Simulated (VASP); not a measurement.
# GaN in VASP: further runs

The runs below take GaN through single point, relaxation of the atoms, with PBE.

All numbers are computed with VASP 6.6.1; they aren't measurements. Logs are shortened: lines on timing, memory, paths and dates and some standing lists are left out, and cuts for length are marked.

## Step 1: The slab as given

The cell holds a slab with vacuum, 20 atoms: a = 3.218 Å, b = 5.244 Å, c = 27.075 Å, α = 90.00°, β = 90.00°, γ = 90.00°.

## Step 2: Single point, PBE

INCAR

```
PREC     = Accurate       # precision mode
ENCUT    = 520            # plane-wave cutoff, eV
EDIFF    = 1E-6           # SCF threshold, eV
ISMEAR   = 0              # smearing method
SIGMA    = 0.03           # smearing width, eV
LREAL    = F              # projectors in reciprocal space
LASPH    = T              # aspherical terms in the spheres
NELM     = 80             # most SCF steps
ALGO     = Normal         # electronic algorithm
ISIF     = 2              # what is computed and relaxed
LWAVE    = F              # write WAVECAR
LCHARG   = F              # write CHGCAR
LDIPOL   = T            
IDIPOL   = 3            
DIPOL    = 0.5 0.5 0.500
GGA      = PE             # functional
NBANDS   = 106            # bands
LVHAR    = T            
LVACPOTAV= T            
ICORELEVEL= 1
```

KPOINTS

```
Automatic mesh
0
Gamma
  8 5 1
```

POSCAR

```
GaN
1.0
    3.2177256000      0.0000000000      0.0000000000
    0.0000000000      5.2440550000      0.0000000000
    0.0000000000      0.0000000000     27.0754049300
Ga N
10 10
Direct
    0.9999994600      0.0008140000      0.2770041700
    0.5000004500      0.5008140000      0.3113112800
    0.4999994300      0.0008140000      0.3799253100
    0.0000004100      0.5008140000      0.4142324200
    0.9999993900      0.0008140000      0.4828464400
    0.5000003800      0.5008140000      0.5171535600
    0.4999993600      0.0008140000      0.5857675800
    0.0000003500      0.5008140000      0.6200746900
    0.9999993300      0.0008140000      0.6886887200
    0.5000003200      0.5008140000      0.7229958300
    0.9999994600      0.6241860000      0.2770041700
    0.5000004500      0.1241860000      0.3113112800
    0.4999994300      0.6241860000      0.3799253100
    0.0000004100      0.1241860000      0.4142324200
    0.9999993900      0.6241860000      0.4828464400
    0.5000003800      0.1241860000      0.5171535600
    0.4999993600      0.6241860000      0.5857675800
    0.0000003500      0.1241860000      0.6200746900
    0.9999993300      0.6241860000      0.6886887200
    0.5000003200      0.1241860000      0.7229958300
```

Potentials or basis: VASP PAW PBE potentials, release 64 (Ga_d, N).

Launch:

```bash
$ cat potpaw_PBE.64/Ga_d/POTCAR potpaw_PBE.64/N/POTCAR > POTCAR
$ mpirun -np 8 vasp_std > vasp.out
```

OUTCAR:

```text
PREC = Accurate
   ENCUT = 520
   EDIFF = 1E-6
   ISMEAR = 0
   LREAL = F
   LASPH = T
   NELM = 80
   ISIF = 2
   GGA = PE

 ion  position               nearest neighbor table
   1  1.000  0.001  0.277-  12 1.97  12 1.97  11 1.98
   2  0.500  0.501  0.311-  13 1.97  11 1.97  11 1.97  12 1.98
   3  0.500  0.001  0.380-  12 1.97  14 1.97  14 1.97  13 1.98
   4  0.000  0.501  0.414-  15 1.97  13 1.97  13 1.97  14 1.98
   5  1.000  0.001  0.483-  14 1.97  16 1.97  16 1.97  15 1.98
   6  0.500  0.501  0.517-  17 1.97  15 1.97  15 1.97  16 1.98
   7  0.500  0.001  0.586-  16 1.97  18 1.97  18 1.97  17 1.98
   8  0.000  0.501  0.620-  19 1.97  17 1.97  17 1.97  18 1.98
   9  1.000  0.001  0.689-  18 1.97  20 1.97  20 1.97  19 1.98
  10  0.500  0.501  0.723-  19 1.97  19 1.97  20 1.98
  11  1.000  0.624  0.277-   2 1.97   2 1.97   1 1.98
  12  0.500  0.124  0.311-   3 1.97   1 1.97   1 1.97   2 1.98
  13  0.500  0.624  0.380-   2 1.97   4 1.97   4 1.97   3 1.98
  14  0.000  0.124  0.414-   5 1.97   3 1.97   3 1.97   4 1.98
  15  1.000  0.624  0.483-   4 1.97   6 1.97   6 1.97   5 1.98
  16  0.500  0.124  0.517-   7 1.97   5 1.97   5 1.97   6 1.98
  17  0.500  0.624  0.586-   6 1.97   8 1.97   8 1.97   7 1.98
  18  0.000  0.124  0.620-   9 1.97   7 1.97   7 1.97   8 1.98
  19  1.000  0.624  0.689-   8 1.97  10 1.97  10 1.97   9 1.98
  20  0.500  0.124  0.723-   9 1.97   9 1.97  10 1.98

  LATTYP: Found a simple orthorhombic cell.
 ALAT       =     3.2177256000
 B/A-ratio  =     1.6297396521
 C/A-ratio  =     8.4144542748

  Lattice vectors:

 A1 = (   3.2177256000,   0.0000000000,   0.0000000000)
 A2 = (   0.0000000000,   5.2440550000,   0.0000000000)
 A3 = (   0.0000000000,   0.0000000000,  27.0754049300)

Analysis of symmetry for initial positions (statically):
=====================================================================
 Subroutine PRICEL returns:
 Original cell was already a primitive cell.

 Routine SETGRP: Setting up the symmetry group for a
 simple orthorhombic supercell.

 Subroutine GETGRP returns: Found  4 space group operations
 (whereof  2 operations were pure point group operations)
 out of a pool of  8 trial point group operations.

The static configuration has the point symmetry C_1h.
 The point group associated with its full space group is C_2v.

Analysis of symmetry for dynamics (positions and initial velocities):
=====================================================================
 Subroutine PRICEL returns:
 Original cell was already a primitive cell.

 Routine SETGRP: Setting up the symmetry group for a
 simple orthorhombic supercell.

 Subroutine GETGRP returns: Found  4 space group operations
 (whereof  2 operations were pure point group operations)
 out of a pool of  8 trial point group operations.

The dynamic configuration has the point symmetry C_1h.
 The point group associated with its full space group is C_2v.

 Subroutine INISYM returns: Found  4 space group operations
 (whereof  2 operations are pure point group operations),
 and found     1 'primitive' translations

----------------------------------------------------------------------------------------

                                     Primitive cell

  volume of cell :     456.8685

  direct lattice vectors                    reciprocal lattice vectors
     3.217725600  0.000000000  0.000000000     0.310778520  0.000000000  0.000000000
     0.000000000  5.244055000  0.000000000     0.000000000  0.190692127  0.000000000
     0.000000000  0.000000000 27.075404930     0.000000000  0.000000000  0.036933889

  length of vectors
     3.217725600  5.244055000 27.075404930     0.310778520  0.190692127  0.036933889

  position of ions in fractional coordinates (direct lattice)
     0.999999460  0.000814000  0.277004170
     0.500000450  0.500814000  0.311311280
     0.499999430  0.000814000  0.379925310
     0.000000410  0.500814000  0.414232420
     0.999999390  0.000814000  0.482846440
     0.500000380  0.500814000  0.517153560
[... 12 lines left out ...]
[... 47 lines left out ...]
   LORBIT       =      0    0 simple, 1 ext, 2 COOP (PROOUT), +10 PAW based schemes
   GGA     = PE    functional components
   LHFCALC =     F    Hartree Fock is set to
   AEXX    =    0.0000 exact exchange contribution
   IVDW    =     0    specifies the selected vdW correction
   LEPSILON=     F    determine dielectric tensor
   LRPA    =     F    only Hartree local field effects (RPA)
 non-spin polarized calculation
 Gauss-broadening in eV      SIGMA  =   0.03
  energy-cutoff  :      520.00
  volume of cell :      456.87
 maximum number of plane-waves:     12368
 NGX is ok and might be reduce to    24
   NGX = 11   NGY = 19   NGZ =101

 number of electron     179.9999976 magnetization

 dipolmoment           0.000000      0.000000     -0.000000 electrons x Angstroem

 Free energy of the ion-electron system (eV)
  ---------------------------------------------------
  ext. energy  EPLUGINS =         0.00000000
  ---------------------------------------------------
  free energy    TOTEN  =      -117.27944428 eV

  energy without entropy =     -117.27944428  energy(sigma->0) =     -117.27944428

 the core state eigenenergies are
   1-  1s -10223.2647  2s  -1256.6235  2p  -1093.0879  3s   -142.8143  3p    -93.5549

   2-  1s -10221.9448  2s  -1255.3391  2p  -1091.7968  3s   -141.6316  3p    -92.3767

   3-  1s -10222.7026  2s  -1256.0945  2p  -1092.5524  3s   -142.3876  3p    -93.1327
[... 15 lines left out ...]
  11-  1s   -374.7774
  12-  1s   -375.9609
  13-  1s   -375.3729
  14-  1s   -375.6588
  15-  1s   -375.5518
  16-  1s   -375.5518
  17-  1s   -375.6588
  18-  1s   -375.3729
  19-  1s   -375.9609
  20-  1s   -374.7774

 E-fermi :   0.5046     XC(G=0):  -6.5339

 val. band max:        0.3082645675   @ k =   0.0000   0.0000   0.0000
 cond. band min:       0.7844503329   @ k =   0.0000   0.0000   0.0000
 fundamental gap:      0.4761857654
 Fermi energy:         0.5045633949

 k-point     1 :       0.0000    0.0000    0.0000
  band No.  band energies     occupation
      1     -15.8849      2.00000
      2     -15.6974      2.00000
      3     -15.5068      2.00000
      4     -15.3271      2.00000
      5     -15.1823      2.00000
      6     -15.0988      2.00000
[... 251 lines left out ...]
     28     -13.5028      2.00000
     29     -13.4894      2.00000

------------------------ aborting loop because EDIFF is reached ----------------------------------------

  FORCE on cell =-STRESS in cart. coord.  units (eV):
  Direction    XX          YY          ZZ          XY          YZ          ZX
  --------------------------------------------------------------------------------------
  -------------------------------------------------------------------------------------
  Total       -0.8652395     -7.9499433     -1.2281155      0.0000000      0.0000000      0.0000000
  in kB       -3.0342806    -27.8793993     -4.3068386      0.0000000      0.0000000      0.0000000
  external PRESSURE =     -11.7401728 kB  Pullay stress =       0.0000000 kB

 VOLUME and BASIS-vectors are now :
 -----------------------------------------------------------------------------
  energy-cutoff  :      520.00
  volume of cell :      456.87
      direct lattice vectors                 reciprocal lattice vectors
     3.217725600  0.000000000  0.000000000     0.310778520  0.000000000  0.000000000
     0.000000000  5.244055000  0.000000000     0.000000000  0.190692127  0.000000000
     0.000000000  0.000000000 27.075404930     0.000000000  0.000000000  0.036933889

 POSITION                                       TOTAL-FORCE (eV/Angst)
 -----------------------------------------------------------------------------------
      3.21772      0.00427      7.50000         0.000000     -2.065321      1.463325
      1.60886      2.62630      8.42888         0.000000      1.179316     -1.472078
      1.60886      0.00427     10.28663         0.000000     -0.504613      0.253668
      0.00000      2.62630     11.21551         0.000000      0.209104     -0.157122
      3.21772      0.00427     13.07326         0.000000     -0.040295      0.083281
      1.60886      2.62630     14.00214         0.000000     -0.040295     -0.083281
[... 12 lines left out ...]
      3.21772      3.27327     18.64653         0.000000      0.535976      1.018934
      1.60886      0.65124     19.57540         0.000000      0.695218     -0.408292
 -----------------------------------------------------------------------------------
    total drift:                                0.002016      0.006439      0.002577

  FREE ENERGIE OF THE ION-ELECTRON SYSTEM (eV)
  ---------------------------------------------------
  free  energy   TOTEN  =      -117.2794442828 eV

  energy  without entropy=     -117.2794442828  energy(sigma->0) =     -117.27944428

 vacuum level on the upper side and lower side of the slab         5.422         5.422
```

Run time: 7.4 min. Hardware: 8 MPI ranks of Intel Xeon Platinum 8488C (Sapphire Rapids), shared host; peak memory 0.24 GiB.

What came out:

```yaml
Free_energy: -117.2794 eV
Largest_force: 2.531 eV/Å
Band_gap_on_the_k_mesh: 0.48 eV, direct
Ionisation_potential_of_the_upper_face: 5.11 eV
```

Forces on the atoms (eV/Å):
```
Ga   0.000 -2.065  1.463
Ga   0.000  1.179 -1.472
Ga   0.000 -0.505  0.254
Ga   0.000  0.209 -0.157
Ga   0.000 -0.040  0.083
Ga   0.000 -0.040 -0.083
Ga   0.000  0.209  0.157
Ga   0.000 -0.505 -0.254
Ga   0.000  1.179  1.472
Ga   0.000 -2.065 -1.463
N    0.000  0.695  0.408
N    0.000  0.536 -1.019
N    0.000 -0.037  0.588
N    0.000  0.028 -0.221
N    0.000 -0.001  0.152
N    0.000 -0.001 -0.152
N    0.000  0.028  0.221
N    0.000 -0.037 -0.588
N    0.000  0.536  1.019
N    0.000  0.695 -0.408
```

Core levels (eV, on the scale of the bands):
```
atom                                                    levels
1 Ga  1s -10223.3, 2s -1256.6, 2p -1093.1, 3s -142.8, 3p -93.6
2 Ga  1s -10221.9, 2s -1255.3, 2p -1091.8, 3s -141.6, 3p -92.4
3 Ga  1s -10222.7, 2s -1256.1, 2p -1092.6, 3s -142.4, 3p -93.1
4 Ga  1s -10222.5, 2s -1255.9, 2p -1092.3, 3s -142.2, 3p -92.9
5 Ga  1s -10222.6, 2s -1256.0, 2p -1092.4, 3s -142.3, 3p -93.0
6 Ga  1s -10222.6, 2s -1256.0, 2p -1092.4, 3s -142.3, 3p -93.0
```

## Step 3: Relaxation of the atoms, PBE

Edit INCAR of step 2 so:

```diff
@@ -16,5 +16,4 @@
 GGA      = PE             # functional
-NBANDS   = 106            # bands
-LVHAR    = T            
-LVACPOTAV= T            
-ICORELEVEL= 1
+IBRION   = 2              # ionic algorithm
+NSW      = 80             # ionic steps
+EDIFFG   = -0.02          # ionic threshold
```

KPOINTS is that of step 2.

POSCAR is that of step 2.

Potentials or basis: VASP PAW PBE potentials, release 64 (Ga_d, N).

Launch:

```bash
$ cat potpaw_PBE.64/Ga_d/POTCAR potpaw_PBE.64/N/POTCAR > POTCAR
$ mpirun -np 8 vasp_std > vasp.out
```

Run time: 68 min. Hardware: 8 MPI ranks of Intel Xeon Platinum 8488C (Sapphire Rapids), shared host; peak memory 0.25 GiB.

Results (log left out):

```
Free energy                  : -118.3410 eV
Energy gained by relaxing    : 53.1 meV/atom
Ionic steps                  : 26
Largest force after relaxing : 0.015 eV/Å
Band gap on the k mesh       : 1.48 eV, indirect (least direct gap 1.50 eV)
```

Forces in eV/Å, atoms in the order of the input:
```
Ga   0.000  0.001 -0.011
Ga   0.000  0.001  0.003
Ga   0.000  0.003  0.005
Ga   0.000  0.003  0.005
Ga   0.000  0.000  0.003
Ga   0.000  0.000 -0.003
Ga   0.000  0.003 -0.005
Ga   0.000  0.003 -0.005
Ga   0.000  0.001 -0.003
Ga   0.000  0.001  0.011
N    0.000  0.000 -0.007
N    0.000 -0.013  0.002
N    0.000  0.005  0.014
N    0.000  0.002  0.006
N    0.000 -0.002  0.001
N    0.000 -0.002 -0.001
N    0.000  0.002 -0.006
N    0.000  0.005 -0.014
N    0.000 -0.013 -0.002
N    0.000  0.000  0.007
```

Step by step:
| step | energy change (eV) | largest force (eV/Å) | pressure (GPa) |
| --- | --- | --- | --- |
| 1 | 0.0000 | 2.5312 | -1.17 |
| 2 | -0.7950 | 1.2553 | -0.40 |
| 3 | -0.8252 | 1.3123 | -0.14 |
| 4 | -0.9889 | 0.4524 | 0.12 |
| 5 | -0.9964 | 0.4027 | 0.20 |
| 6 | -1.0290 | 0.3162 | 0.36 |
| 7 | -1.0292 | 0.3160 | 0.37 |
| 8 | -1.0442 | 0.1605 | 0.39 |
| 9 | -1.0458 | 0.1990 | 0.40 |
| 10 | -1.0517 | 0.1300 | 0.46 |
| 11 | -1.0518 | 0.1377 | 0.46 |
| 12 | -1.0564 | 0.0994 | 0.45 |
| 13 | -1.0566 | 0.1129 | 0.44 |
| 14 | -1.0595 | 0.0402 | 0.47 |
| 15 | -1.0597 | 0.0564 | 0.48 |
| 16 | -1.0602 | 0.0670 | 0.50 |
| 17 | -1.0603 | 0.0463 | 0.49 |
| 18 | -1.0606 | 0.0271 | 0.53 |
| 19 | -1.0606 | 0.0283 | 0.53 |
| 20 | -1.0610 | 0.0249 | 0.55 |
| 21 | -1.0612 | 0.0230 | 0.57 |
| 22 | -1.0613 | 0.0419 | 0.60 |
| 23 | -1.0614 | 0.0297 | 0.61 |
| 24 | -1.0615 | 0.0295 | 0.62 |
| 25 | -1.0615 | 0.0241 | 0.64 |
| 26 | -1.0616 | 0.0150 | 0.63 |

Final structure:
```xyz
20
Lattice="3.2177 0.0000 0.0000 0.0000 5.2441 0.0000 0.0000 0.0000 27.0754" Properties=species:S:1:pos:R:3 pbc="T T T"
Ga    3.2177    5.0952    7.7743
Ga    1.6089    2.6609    8.3174
Ga    1.6089    5.2401   10.3292
Ga    0.0000    2.6514   11.1924
Ga    3.2177    0.0164   13.0849
Ga    1.6089    2.6384   13.9905
Ga    1.6089    0.0294   15.8830
Ga    0.0000    2.6181   16.7462
Ga    3.2177    0.0389   18.7580
Ga    1.6089    2.4732   19.3011
N     3.2177    3.2873    7.5133
N     1.6089    0.6914    8.4013
N     1.6089    3.2784   10.2792
N     0.0000    0.6684   11.2127
N     3.2177    3.2863   13.0727
N     1.6089    0.6643   14.0027
N     1.6089    3.2904   15.8627
N     0.0000    0.6564   16.7962
N     3.2177    3.3134   18.6741
N     1.6089    0.6653   19.5621
```

Levels at points of the mesh, in eV from the valence-band top:
```csv
k point,band 88,band 89,band 90,band 91,band 92,band 93
"(0.00, 0.00, 0.00)",-0.10,-0.07,-0.02,1.48,2.05,3.14
"(0.50, 0.00, 0.00)",-1.15,-0.41,-0.41,3.39,3.39,5.29
```

## Step 4: Single point, PBE

Edit INCAR of step 3 so:

```diff
@@ -16,4 +16,5 @@
 GGA      = PE             # functional
-IBRION   = 2              # ionic algorithm
-NSW      = 80             # ionic steps
-EDIFFG   = -0.02          # ionic threshold
+NBANDS   = 106            # bands
+LVHAR    = T            
+LVACPOTAV= T            
+ICORELEVEL= 1
```

KPOINTS is that of step 3.

POSCAR

```
GaN                                     
1.0
    3.2177256000      0.0000000000      0.0000000000
    0.0000000000      5.2440550000      0.0000000000
    0.0000000000      0.0000000000     27.0754049300
  Ga              N             
    10    10
Direct
     0.9999994599999980    0.9716138302112025    0.2871366657716405
     0.5000004500000017    0.5074092241157862    0.3071937100660070
     0.4999994300000026    0.9992462374708593    0.3814972193121441
     0.0000004099999984    0.5056060705430170    0.4133796543424929
     0.9999993899999993    0.0031211561971905    0.4832753914689064
     0.5000003800000030    0.5031211561971904    0.5167246085310935
     0.4999993599999968    0.0056060705430170    0.5866203456575070
     0.0000003500000005    0.4992462374708593    0.6185027806878560
     0.9999993300000014    0.0074092241157860    0.6928062899339933
     0.5000003199999981    0.4716138302112026    0.7128633342283595
     0.9999994599999980    0.6268652560906942    0.2774945353761965
     0.5000004500000017    0.1318394155332789    0.3102917066729546
     0.4999994300000026    0.6251681571491116    0.3796493408674708
     0.0000004099999984    0.1274538360514000    0.4141296383520517
     0.9999993899999993    0.6266768166374601    0.4828256231510532
     0.5000003800000030    0.1266768166374602    0.5171743768489467
     0.4999993599999968    0.6274538360514000    0.5858703616479480
     0.0000003500000005    0.1251681571491115    0.6203506591325294
     0.9999993300000014    0.6318394155332788    0.6897082933270452
     0.5000003199999981    0.1268652560906943    0.7225054646238036
```

Launch:

```bash
$ cat potpaw_PBE.64/Ga_d/POTCAR potpaw_PBE.64/N/POTCAR > POTCAR
$ mpirun -np 8 vasp_std > vasp.out
```

Run time: 7.5 min. Hardware: 8 MPI ranks of Intel Xeon Platinum 8488C (Sapphire Rapids), shared host; peak memory 0.24 GiB.

Results (log left out):

- Free energy: -118.3410 eV
- Largest force: 0.014 eV/Å
- Band gap on the k mesh: 1.48 eV, indirect (least direct gap 1.50 eV)
- Ionisation potential of the upper face: 5.69 eV

Forces on the atoms (eV/Å):
```
Ga   0.000  0.002 -0.014
Ga   0.000  0.003  0.004
Ga   0.000  0.004  0.007
Ga   0.000  0.004  0.007
Ga   0.000 -0.001  0.004
Ga   0.000 -0.001 -0.004
Ga   0.000  0.004 -0.007
Ga   0.000  0.004 -0.007
Ga   0.000  0.003 -0.004
Ga   0.000  0.002  0.014
N    0.000 -0.001 -0.006
N    0.000 -0.012  0.002
N    0.000  0.003  0.013
N    0.000  0.001  0.006
N    0.000 -0.003  0.001
N    0.000 -0.003 -0.001
N    0.000  0.001 -0.006
N    0.000  0.003 -0.013
N    0.000 -0.012 -0.002
N    0.000 -0.001  0.006
```

Levels at points of the mesh, in eV from the valence-band top:
```tsv
k point	band 86	band 87	band 88	band 89	band 90	band 91	band 92	band 93	band 94	band 95
(0.00, 0.00, 0.00)	-0.32	-0.11	-0.10	-0.07	-0.02	1.48	2.05	3.14	4.05	4.40
(0.50, 0.00, 0.00)	-1.73	-1.15	-1.15	-0.41	-0.41	3.39	3.39	5.29	5.29	5.51
```

Core levels (eV, on the scale of the bands):
| atom | levels |
| --- | --- |
| 1 Ga | 1s -10223.1, 2s -1256.5, 2p -1093.0, 3s -142.8, 3p -93.5 |
| 2 Ga | 1s -10222.1, 2s -1255.5, 2p -1092.0, 3s -141.8, 3p -92.6 |
| 3 Ga | 1s -10222.8, 2s -1256.2, 2p -1092.7, 3s -142.5, 3p -93.2 |
| 4 Ga | 1s -10222.5, 2s -1255.9, 2p -1092.3, 3s -142.2, 3p -92.9 |
| 5 Ga | 1s -10222.6, 2s -1256.0, 2p -1092.5, 3s -142.3, 3p -93.1 |
| 6 Ga | 1s -10222.6, 2s -1256.0, 2p -1092.5, 3s -142.3, 3p -93.1 |

Expect the measured gap to be larger: semilocal functionals such as PBE lack the derivative discontinuity.
